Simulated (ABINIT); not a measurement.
# SnTe: equation of state with rPW86PBE

Crystal: SnTe.

```
Te Sn
1.0
     0.00000    3.15085    3.15085
     3.15085    0.00000    3.15085
     3.15085    3.15085    0.00000
Te Sn
1 1
Direct
  0.50000 0.50000 0.50000
  0.00000 0.00000 0.00000
```

```yaml
Program: ABINIT 10.8.3 (patched build)
Task: equation of state
Functional: rPW86PBE
Potentials_or_basis: JTH PAW PBE v2.0
Cutoff: 408 eV
k_mesh: 7 × 7 × 7
Occupations: fermi-dirac, width 0.05 eV
Spin: no spin polarisation
Fine-grid_cutoff: 816.342 eV
Exchange_and_correlation_inside_the_PAW_spheres: full angular mesh (pawxcdev 0, this build's default; the released program takes 1)
```

* Equilibrium volume: 35.19 Å³/atom (rough: see the caveat)
* Bulk modulus: 37 GPa (rough)

Energy against volume, from the lowest point:
```csv
volume (Å³/atom),energy (meV/atom)
29.404,134.10
30.030,99.47
30.656,70.38
31.281,46.33
31.907,26.83
32.532,11.50
33.158,0.00
```

Wall time 83 s on 1 thread of Arm Neoverse V2, with other jobs on the host, peak memory 0.14 GiB.

Caveat: the cutoff is too short for stress, so the log's stress isn't used; pressures at fixed basis lie under the slope of the energies; the minimum lies outside the volumes run; the PAW data sets were made with another functional, which shifts forces and pressure a little. The run has no spin-orbit coupling, so splittings on Te are missing.
